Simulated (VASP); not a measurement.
# Pt (Fm-3m) in VASP: settings compared

One crystal, Pt, is run at these levels: PBEsol, LDA, PBE, PBE+D3(BJ); tasks: relaxation of cell and atoms.

Program: VASP 6.6.1. These are calculated values, not measurements. Logs are shortened: lines on timing, memory, paths and dates and some standing lists are left out, and cuts for length are marked.

## (1) The structure

Symmetry: Fm-3m, No. 225, cubic system. The conventional cell has a = 3.943 Å, b = 3.943 Å, c = 3.943 Å, α = 90.00°, β = 90.00°, γ = 90.00°. Pt (site symmetry m-3m) is surrounded by 12 Pt at 2.79 Å.

## (2) Relaxation of cell and atoms, PBEsol

INCAR

```
SYSTEM = Pt
PREC     = Accurate       ! precision mode
ENCUT    = 600            ! plane-wave cutoff, eV
EDIFF    = 1E-7           ! SCF threshold, eV
ISMEAR   = 0              ! smearing method
SIGMA    = 0.1            ! smearing width, eV
LREAL    = .False.        ! projectors in reciprocal space
LASPH    = .True.         ! aspherical terms in the spheres
NELM     = 80             ! most SCF steps
ALGO     = Normal         ! electronic algorithm
ISIF     = 3              ! what is computed and relaxed
LWAVE    = .False.        ! write WAVECAR
LCHARG   = .False.        ! write CHGCAR
GGA      = PS             ! functional
IBRION   = 2              ! ionic algorithm
NSW      = 90             ! ionic steps
EDIFFG   = -0.005         ! ionic threshold
```

KPOINTS

```
Automatic mesh
0
Gamma
  18 18 18
  0 0 0
```

POSCAR

```
Pt
1.0
    0.0000000000      1.9715751800      1.9715751800
    1.9715751800      0.0000000000      1.9715751800
    1.9715751800      1.9715751800      0.0000000000
Pt
1
Direct
    0.0000000000      0.0000000000      0.0000000000
```

Potentials or basis: VASP PAW PBE potentials, release 64 (Pt).

Command:

```
> cat potpaw_PBE.64/Pt/POTCAR > POTCAR
> mpirun -np 1 vasp_std > vasp.out
```

OUTCAR:

```text
SYSTEM = Pt
   PREC = Accurate
   ENCUT = 600
   EDIFF = 1E-7
   ISMEAR = 0
   LREAL = .False.
   LASPH = .True.
   NELM = 80
   ISIF = 3
   GGA = PS
   IBRION = 2
   NSW = 90
   EDIFFG = -0.005

 ion  position               nearest neighbor table
   1  0.000  0.000  0.000-

  LATTYP: Found a face centered cubic cell.
 ALAT       =     3.9431503600

  Lattice vectors:

 A1 = (   0.0000000000,   1.9715751800,   1.9715751800)
 A2 = (   1.9715751800,   0.0000000000,   1.9715751800)
 A3 = (   1.9715751800,   1.9715751800,   0.0000000000)

Analysis of symmetry for initial positions (statically):
=====================================================================
 Subroutine PRICEL returns:
 Original cell was already a primitive cell.

 Routine SETGRP: Setting up the symmetry group for a
 face centered cubic supercell.

 Subroutine GETGRP returns: Found 48 space group operations
 (whereof 48 operations were pure point group operations)
 out of a pool of 48 trial point group operations.

The static configuration has the point symmetry O_h .

Analysis of symmetry for dynamics (positions and initial velocities):
=====================================================================
 Subroutine PRICEL returns:
 Original cell was already a primitive cell.

 Routine SETGRP: Setting up the symmetry group for a
 face centered cubic supercell.

 Subroutine GETGRP returns: Found 48 space group operations
 (whereof 48 operations were pure point group operations)
 out of a pool of 48 trial point group operations.

The dynamic configuration has the point symmetry O_h .

 Subroutine INISYM returns: Found 48 space group operations
 (whereof 48 operations are pure point group operations),
 and found     1 'primitive' translations

----------------------------------------------------------------------------------------

                                     Primitive cell

  volume of cell :      15.3275

  direct lattice vectors                    reciprocal lattice vectors
     0.000000000  1.971575180  1.971575180    -0.253604329  0.253604329  0.253604329
     1.971575180  0.000000000  1.971575180     0.253604329 -0.253604329  0.253604329
     1.971575180  1.971575180  0.000000000     0.253604329  0.253604329 -0.253604329

  length of vectors
     2.788228359  2.788228359  2.788228359     0.439255582  0.439255582  0.439255582

  position of ions in fractional coordinates (direct lattice)
     0.000000000  0.000000000  0.000000000

  ion indices of the primitive-cell ions
   primitive index   ion index
                 1           1

----------------------------------------------------------------------------------------

 KPOINTS: Automatic mesh

Automatic generation of k-mesh.
 Grid dimensions read from file:
 generate k-points for:   18   18   18

 Generating k-lattice:

  Cartesian coordinates                     Fractional coordinates (reciprocal lattice)
    -0.014089129  0.014089129  0.014089129     0.055555556  0.000000000  0.000000000
     0.014089129 -0.014089129  0.014089129     0.000000000  0.055555556  0.000000000
     0.014089129  0.014089129 -0.014089129     0.000000000  0.000000000  0.055555556

  Length of vectors
     0.024403088  0.024403088  0.024403088

  Shift w.r.t. Gamma in fractional coordinates (k-lattice)
     0.000000000  0.000000000  0.000000000

 Subroutine IBZKPT returns following result:
 ===========================================

 Found    195 irreducible k-points:

 Following reciprocal coordinates:
            Coordinates               Weight
  0.000000  0.000000  0.000000      1.000000
  0.055556  0.000000  0.000000      8.000000
  0.111111  0.000000  0.000000      8.000000
  0.166667  0.000000  0.000000      8.000000
  0.222222  0.000000  0.000000      8.000000
  0.277778  0.000000  0.000000      8.000000
[... 16 lines left out ...]
 -0.277778  0.055556  0.000000     24.000000
 -0.222222  0.055556  0.000000     24.000000
 [... further k-points ...]
   k-points           NKPTS =    195   k-points in BZ     NKDIM =    195   number of bands    NBANDS=      9
   number of dos      NEDOS =    301   number of ions     NIONS =      1
   total plane-waves  NPLWV =  13824
   dimension x,y,z NGX =    24 NGY =   24 NGZ =   24
   dimension x,y,z NGXF=    48 NGYF=   48 NGZF=   48
   ions per type =               1
   NGX,Y,Z   is equivalent  to a cutoff of  14.31, 14.31, 14.31 a.u.
   NGXF,Y,Z  is equivalent  to a cutoff of  28.62, 28.62, 28.62 a.u.
 SYSTEM =  Pt
   PREC   = accura    normal or accurate (medium, high low for compatibility)
   ISTART =      0    job   : 0-new  1-cont  2-samecut
   ICHARG =      2    charge: 1-file 2-atom 10-const
   ISPIN  =      1    spin polarized calculation?
   LNONCOLLINEAR =      F non collinear calculations
   LSORBIT =      F    spin-orbit coupling
   LASPH  =      T    aspherical Exc in radial PAW
   ENCUT  =  600.0 eV  44.10 Ry    6.64 a.u.   5.57  5.57  5.57*2*pi/ulx,y,z
   NELM   =     80;   NELMIN=  2; NELMDL= -5     # of ELM steps
   EDIFF  = 0.1E-06   stopping-criterion for ELM
   LREAL  =      F    real-space projection
   EDIFFG = -.5E-02   stopping-criterion for IOM
   NSW    =     90    number of steps for IOM
   IBRION =      2    ionic relax: 0-MD 1-quasi-New 2-CG
   NFREE  =      1    steps in history (QN), initial steepest desc. (CG)
   ISIF   =      3    stress and relaxation
   ISYM   =      2    0-nonsym 1-usesym 2-fastsym
   POTIM  = 0.5000    time-step for ionic-motion
   TEBEG  =    0.0;   TEEND  =   0.0 temperature during run
   PSTRESS=    0.0 pullay stress
   NELECT =      10.0000    total number of electrons
   NUPDOWN=      -1.0000    fix difference up-down
   EMIN   =  10.00;   EMAX   =-10.00  energy-range for DOS
   EFERMI =   0.00;   METHOD = LEGACY
   ISMEAR =     0;   SIGMA  =   0.10  broadening in eV -4-tet -1-fermi 0-gaus
   EFERMI_NEDOS =   21; number of points for ismear=-14 and -15
   IALGO  =     38    algorithm
   IMIX   =      4    mixing-type and parameters
     AMIX     =   0.40;   BMIX     =  1.00
     AMIX_MAG =   1.60;   BMIX_MAG =  1.00
  volume/ion in A,a.u.               =      15.33       103.43
  Fermi-wavevector in a.u.,A,eV,Ry     =   1.419880  2.683183 27.430132  2.016058
  Thomas-Fermi vector in A             =   2.540854
   LORBIT       =      0    0 simple, 1 ext, 2 COOP (PROOUT), +10 PAW based schemes
   GGA     = PS    functional components
   LHFCALC =     F    Hartree Fock is set to
   AEXX    =    0.0000 exact exchange contribution
   IVDW    =     0    specifies the selected vdW correction
   LEPSILON=     F    determine dielectric tensor
   LRPA    =     F    only Hartree local field effects (RPA)
 conjugate gradient relaxation of ions
 non-spin polarized calculation
 Gauss-broadening in eV      SIGMA  =   0.10
  energy-cutoff  :      600.00
  volume of cell :       15.33
 maximum number of plane-waves:       532
   NGX = 11   NGY = 11   NGZ = 11

--------------------------------------- Ionic step        1  -------------------------------------------

 number of electron      10.0000001 magnetization

 Free energy of the ion-electron system (eV)
  ---------------------------------------------------
  ext. energy  EPLUGINS =         0.00000000
  ---------------------------------------------------
  free energy    TOTEN  =        -6.96012476 eV

  energy without entropy =       -6.94914649  energy(sigma->0) =       -6.95463562

------------------------ aborting loop because EDIFF is reached ----------------------------------------

  FORCE on cell =-STRESS in cart. coord.  units (eV):
  Direction    XX          YY          ZZ          XY          YZ          ZX
  --------------------------------------------------------------------------------------
  -------------------------------------------------------------------------------------
  Total       -0.5313611     -0.5313611     -0.5313611      0.0000000      0.0000000      0.0000000
  in kB      -55.5431220    -55.5431220    -55.5431220      0.0000000      0.0000000      0.0000000
  external PRESSURE =     -55.5431220 kB  Pullay stress =       0.0000000 kB
[... 90 lines left out ...]
  energy  without entropy=       -6.9549599479  energy(sigma->0) =       -6.96027489

--------------------------------------- Ionic step        4  -------------------------------------------

 number of electron      10.0000000 magnetization

 Free energy of the ion-electron system (eV)
  ---------------------------------------------------
  ext. energy  EPLUGINS =         0.00000000
  ---------------------------------------------------
  free energy    TOTEN  =        -6.96559268 eV

  energy without entropy =       -6.95496995  energy(sigma->0) =       -6.96028132

 E-fermi :  11.1759     XC(G=0): -13.6523

 val. band max:       11.1754440273   @ k =  -0.3333   0.3889   0.1111
 cond. band min:      11.1865429064   @ k =   0.3889   0.2222   0.0000
 fundamental gap:      0.0110988791
 Fermi energy:        11.1759280981

 k-point     1 :       0.0000    0.0000    0.0000
  band No.  band energies     occupation
      1       0.8327      2.00000
      2       7.3423      2.00000
      3       7.3423      2.00000
      4       7.3423      2.00000
      5       9.5351      2.00000
      6       9.5351      2.00000
      7      25.7877      0.00000
      8      30.7676      0.00000
      9      30.7676      0.00000
[... 265 lines left out ...]
 k-point    24 :      -0.2222    0.0556    0.0000
  band No.  band energies     occupation
      1       2.8899      2.00000
      2       6.8375      2.00000
      3       7.7396      2.00000
      4       7.8087      2.00000
      5       9.3329      2.00000
      6      10.0213      2.00000
      7      24.8384      0.00000
      8      27.7132      0.00000
      9      32.2443      0.00000

 [... further k-points ...]

------------------------ aborting loop because EDIFF is reached ----------------------------------------

  FORCE on cell =-STRESS in cart. coord.  units (eV):
  Direction    XX          YY          ZZ          XY          YZ          ZX
  --------------------------------------------------------------------------------------
  -------------------------------------------------------------------------------------
  Total       -0.0008337     -0.0008337     -0.0008337      0.0000000     -0.0000000     -0.0000000
  in kB       -0.0889281     -0.0889281     -0.0889281      0.0000000     -0.0000000     -0.0000000
  external PRESSURE =      -0.0889281 kB  Pullay stress =       0.0000000 kB
[... 16 lines left out ...]
  FREE ENERGIE OF THE ION-ELECTRON SYSTEM (eV)
  ---------------------------------------------------
  free  energy   TOTEN  =        -6.9655926759 eV

  energy  without entropy=       -6.9549699549  energy(sigma->0) =       -6.96028132

 reached required accuracy - stopping structural energy minimisation
```

It took 32 s on 1 thread of Intel Xeon Platinum 8488C (Sapphire Rapids), shared host; peak memory 0.18 GiB.

Results:

```yaml
Free_energy: -6.9656 eV
Relaxed_volume: 15.02 Å³/atom
Relaxed_cell: a = 2.769 Å, b = 2.769 Å, c = 2.769 Å, α = 60.00°, β = 60.00°, γ = 60.00°
Space_group_after_relaxing_to_0.05_Å: Fm-3m (No. 225)
Energy_gained_by_relaxing: 5.5 meV/atom
Ionic_steps: 4
Pressure_after_relaxing: 0.0 GPa
Band_gap_on_the_k_mesh: none (metal or under the smearing width)
```

Step by step:
```
step  energy change (eV)  largest force (eV/Å)  pressure (GPa)  volume (Å³)
   1              0.0000                0.0000           -5.55        15.33
   2              0.0426                0.0000           19.49        14.18
   3             -0.0055                0.0000           -0.13        15.03
   4             -0.0055                0.0000           -0.01        15.02
```

Final structure:
```
Pt
1.0
     0.00000    1.95831    1.95831
     1.95831    0.00000    1.95831
     1.95831    1.95831    0.00000
Pt
1
Direct
  0.00000 0.00000 0.00000
```

Caveat: the PAW data sets were made with another functional, which shifts forces and pressure a little.

## (3) Relaxation of cell and atoms, LDA

INCAR, as its differences from that of step 2:

```diff
@@ -13,3 +13,2 @@
 LCHARG   = .False.        ! write CHGCAR
-GGA      = PS             ! functional
 IBRION   = 2              ! ionic algorithm
```

KPOINTS is that of step 2.

POSCAR is that of step 2.

Potentials or basis: VASP PAW LDA potentials, release 64 (Pt).

Command:

```
> cat potpaw_LDA.64/Pt/POTCAR > POTCAR
> mpirun -np 1 vasp_std > vasp.out
```

OUTCAR:

```text
SYSTEM = Pt
   PREC = Accurate
   ENCUT = 600
   EDIFF = 1E-7
   ISMEAR = 0
   LREAL = .False.
   LASPH = .True.
   NELM = 80
   ISIF = 3
   IBRION = 2
   NSW = 90
   EDIFFG = -0.005

 ion  position               nearest neighbor table
   1  0.000  0.000  0.000-

  LATTYP: Found a face centered cubic cell.
 ALAT       =     3.9431503600

  Lattice vectors:

 A1 = (   0.0000000000,   1.9715751800,   1.9715751800)
 A2 = (   1.9715751800,   0.0000000000,   1.9715751800)
 A3 = (   1.9715751800,   1.9715751800,   0.0000000000)

Analysis of symmetry for initial positions (statically):
=====================================================================
 Subroutine PRICEL returns:
 Original cell was already a primitive cell.

 Routine SETGRP: Setting up the symmetry group for a
 face centered cubic supercell.

 Subroutine GETGRP returns: Found 48 space group operations
 (whereof 48 operations were pure point group operations)
 out of a pool of 48 trial point group operations.

The static configuration has the point symmetry O_h .

Analysis of symmetry for dynamics (positions and initial velocities):
=====================================================================
 Subroutine PRICEL returns:
 Original cell was already a primitive cell.

[... 363 lines left out ...]
--------------------------------------- Ionic step        7  -------------------------------------------

 number of electron       9.9999999 magnetization

 Free energy of the ion-electron system (eV)
  ---------------------------------------------------
  ext. energy  EPLUGINS =         0.00000000
  ---------------------------------------------------
  free energy    TOTEN  =        -7.50730441 eV

  energy without entropy =       -7.49694714  energy(sigma->0) =       -7.50212577

 E-fermi :  11.5120     XC(G=0): -13.7970

 val. band max:       11.5072020070   @ k =  -0.3333   0.3889   0.1111
 cond. band min:      11.5250137794   @ k =   0.3889   0.2222   0.0000
 fundamental gap:      0.0178117724
 Fermi energy:        11.5119986025

 k-point     1 :       0.0000    0.0000    0.0000
  band No.  band energies     occupation
      1       1.0509      2.00000
      2       7.5710      2.00000
      3       7.5710      2.00000
      4       7.5710      2.00000
      5       9.8315      2.00000
      6       9.8315      2.00000
      7      26.0758      0.00000
      8      31.1037      0.00000
      9      31.1037      0.00000
[... 265 lines left out ...]
 k-point    24 :      -0.2222    0.0556    0.0000
  band No.  band energies     occupation
      1       3.1268      2.00000
      2       7.0673      2.00000
      3       7.9818      2.00000
      4       8.0506      2.00000
      5       9.6183      2.00000
      6      10.3268      2.00000
      7      25.2852      0.00000
      8      28.0972      0.00000
      9      32.7268      0.00000

 [... further k-points ...]

------------------------ aborting loop because EDIFF is reached ----------------------------------------

  FORCE on cell =-STRESS in cart. coord.  units (eV):
  Direction    XX          YY          ZZ          XY          YZ          ZX
  --------------------------------------------------------------------------------------
  -------------------------------------------------------------------------------------
  Total       -0.0002336     -0.0002336     -0.0002336      0.0000000      0.0000000      0.0000000
  in kB       -0.0252880     -0.0252880     -0.0252880      0.0000000      0.0000000      0.0000000
  external PRESSURE =      -0.0252880 kB  Pullay stress =       0.0000000 kB
[... 16 lines left out ...]
  FREE ENERGIE OF THE ION-ELECTRON SYSTEM (eV)
  ---------------------------------------------------
  free  energy   TOTEN  =        -7.5073044102 eV

  energy  without entropy=       -7.4969471396  energy(sigma->0) =       -7.50212577

 reached required accuracy - stopping structural energy minimisation
```

OSZICAR:

```text
N       E                     dE             d eps       ncg     rms          rms(c)
DAV:   1     0.409411614061E+02    0.40941E+02   -0.60487E+03  3550   0.117E+03
DAV:   2    -0.740357853652E+01   -0.48345E+02   -0.46424E+02  3691   0.199E+02
DAV:   3    -0.793254563111E+01   -0.52897E+00   -0.51303E+00  4056   0.211E+01
DAV:   4    -0.793441440784E+01   -0.18688E-02   -0.18684E-02  4038   0.131E+00
[... 52 lines left out ...]
DAV:   1    -0.750741291318E+01   -0.12634E-03   -0.25407E-03  3567   0.545E-01    0.748E-02
DAV:   2    -0.750730977151E+01    0.10314E-03   -0.31122E-04  3525   0.158E-01    0.295E-02
DAV:   3    -0.750730409444E+01    0.56771E-05   -0.28380E-05  3675   0.447E-02    0.154E-02
DAV:   4    -0.750730440606E+01   -0.31163E-06   -0.11460E-06  3920   0.817E-03    0.531E-04
DAV:   5    -0.750730441016E+01   -0.41003E-08   -0.14228E-08  1847   0.119E-03
   7 F= -.75073044E+01 E0= -.75021258E+01  d E =-.296737E-05
```

CONTCAR:

```text
Pt
   1.00000000000000
     0.0000000000000000    1.9487046072175864    1.9487046072175864
     1.9487046072175864    0.0000000000000000    1.9487046072175864
     1.9487046072175864    1.9487046072175864    0.0000000000000000
  Pt
     1
Direct
     0.0000000000000000    0.0000000000000000    0.0000000000000000

  0.00000000E+00  0.00000000E+00  0.00000000E+00
```

It took 44 s on 1 thread of Intel Xeon Platinum 8488C (Sapphire Rapids), shared host; peak memory 0.17 GiB.

What came out:

```
Free energy                            : -7.5073 eV
Relaxed volume                         : 14.80 Å³/atom
Relaxed cell                           : a = 2.756 Å, b = 2.756 Å, c = 2.756 Å, α = 60.00°, β = 60.00°, γ = 60.00°
Space group after relaxing (to 0.05 Å) : Fm-3m (No. 225)
Energy gained by relaxing              : 16.7 meV/atom
Ionic steps                            : 7
Pressure after relaxing                : 0.0 GPa
Band gap on the k mesh                 : none (metal or under the smearing width)
```

The path:
```
step  energy change (eV)  largest force (eV/Å)  pressure (GPa)  volume (Å³)
   1              0.0000                0.0000           -9.77        15.33
   2              0.1534                0.0000           41.75        13.35
   3             -0.0167                0.0000           -0.44        14.82
   4             -0.0167                0.0000           -0.08        14.80
   5             -0.0167                0.0000            0.14        14.79
   6             -0.0167                0.0000           -0.34        14.82
   7             -0.0167                0.0000            0.00        14.80
```

Final structure:
```cif
data_structure
_symmetry_space_group_name_H-M 'P 1'
_symmetry_Int_Tables_number 1
_cell_length_a 2.7559
_cell_length_b 2.7559
_cell_length_c 2.7559
_cell_angle_alpha 60.000
_cell_angle_beta 60.000
_cell_angle_gamma 60.000
_cell_volume 14.80
loop_
_atom_site_label
_atom_site_type_symbol
_atom_site_fract_x
_atom_site_fract_y
_atom_site_fract_z
_atom_site_occupancy
Pt1 Pt 0.00000 0.00000 0.00000 1
```

Levels at points of the mesh, in eV from the Fermi level:
```csv
k point,band 2,band 3,band 4,band 5,band 6,band 7,band 8,band 9
"(0.00, 0.00, 0.00)",-3.94,-3.94,-3.94,-1.68,-1.68,14.56,19.59,19.59
"(0.50, 0.00, 0.00)",-4.00,-4.00,-0.56,0.04,0.04,5.97,14.14,19.02
"(0.50, 0.50, 0.00)",-6.86,0.03,0.51,0.51,1.73,9.07,11.39,11.39
```

The run has no spin-orbit coupling, so splittings on Pt are missing.

(Continued in part 2 of 2.)
